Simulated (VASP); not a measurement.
Write the native input for VASP 6.6.1 that does the following.

```yaml
Task: relaxation of cell and atoms
Functional: BLYP
Potentials_or_basis: VASP PAW PBE potentials, release 64 (Pb_d)
Cutoff: 600 eV
k_mesh: 9 × 9 × 9
Occupations: fermi-dirac, width 0.05 eV
Spin: no spin polarisation
Further_INCAR_settings: ALGO = Normal; EDIFF = 1e-07; IBRION = 2; EDIFFG = -0.01; NSW = 40; ISIF = 3
```

The structure of Pb lies in POSCAR:

```
Pb
1.0
    0.0000000000      2.4750200000      2.4750200000
    2.4750200000      0.0000000000      2.4750200000
    2.4750200000      2.4750200000      0.0000000000
Pb
1
Direct
    0.0000000000      0.0000000000      0.0000000000
```

These files were run (other wordings do the same):

INCAR

```
SYSTEM = Pb
PREC = Accurate
ENCUT = 600
EDIFF = 1E-7
ISMEAR = -1
SIGMA = 0.05
LREAL = .FALSE.
LASPH = .TRUE.
NELM = 80
ALGO = Normal
ISIF = 3
LWAVE = .FALSE.
LCHARG = .FALSE.
GGA = B5
ALDAX = 1.0
AGGAX = 1.0
AGGAC = 1.0
ALDAC = 0.0
IBRION = 2
NSW = 40
EDIFFG = -0.01
```

KPOINTS

```
regular mesh
0
G
  9 9 9
  0 0 0
```

Potentials or basis: VASP PAW PBE potentials, release 64 (Pb_d).

Command:

```bash
$ cat potpaw_PBE.64/Pb_d/POTCAR > POTCAR
$ mpirun -np 1 vasp_std > vasp.out
```

Results of the run:

The relaxed volume is 34.60 Å³/atom. The relaxed cell is a = 3.658 Å, b = 3.658 Å, c = 3.658 Å, α = 60.00°, β = 60.00°, γ = 60.00°, the space group after relaxing (to 0.05 Å) is Fm-3m (No. 225) and the energy gained by relaxing is 72.5 meV/atom. The ionic steps are 3. The pressure after relaxing is 0.0 GPa and the band gap on the k mesh is none (metal or under the smearing width).

Caveat: the PAW data sets were made with another functional, which shifts forces and pressure a little; the volume moved by +14 % from the deposited cell, more than functionals usually miss.

Wall time 44 s on 1 thread of Intel(R) Xeon(R) Platinum 8259CL CPU @ 2.50GHz (Skylake/Cascade Lake), with other jobs on the host, peak memory 0.17 GiB.
